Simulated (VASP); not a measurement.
K under changes of volume

One of the cells (81.689 Å³/atom); the others are scaled copies at fixed shape and fractional positions:

```
K
1.0
     4.33899    0.00000    0.00000
     0.00000    4.33899    0.00000
     0.00000    0.00000    4.33899
K
1
Direct
  0.00000 0.00000 0.00000
```

This isn't the form of K at room conditions, which is bcc.

```yaml
Program: VASP 6.6.1
Functional: PBE
Potentials_or_basis: VASP PAW PBE potentials, release 64 (K_sv)
Cutoff: 520 eV
k_mesh: 6 × 6 × 6
Occupations: fermi-dirac, width 0.05 eV
Spin: no spin polarisation
```

```csv
volume (Å³/atom),energy over the lowest point (meV/atom),pressure (GPa)
75.282,1.74,0.1
76.884,?,?
78.486,0.00,0.0
81.689,0.59,-0.1
83.291,1.64,-0.1
84.893,3.13,-0.2
```

**Question.** What does the run at 76.884 Å³/atom give?

**Answer.** Energy over the lowest point 0.54 meV/atom; pressure 0.1 GPa.

Worked out: A Birch-Murnaghan fit of order 3 (a polynomial in V^(-2/3)) to the other rows has its minimum at 79.19 Å³/atom with B0 = V·E''(V) = 2.8 GPa and B' = 3.5. It gives 0.55 meV/atom at 76.884 Å³/atom, against the run's 0.54, and -dE/dV = 0.1 GPa, against 0.1.

Energies are extrapolated to zero smearing.
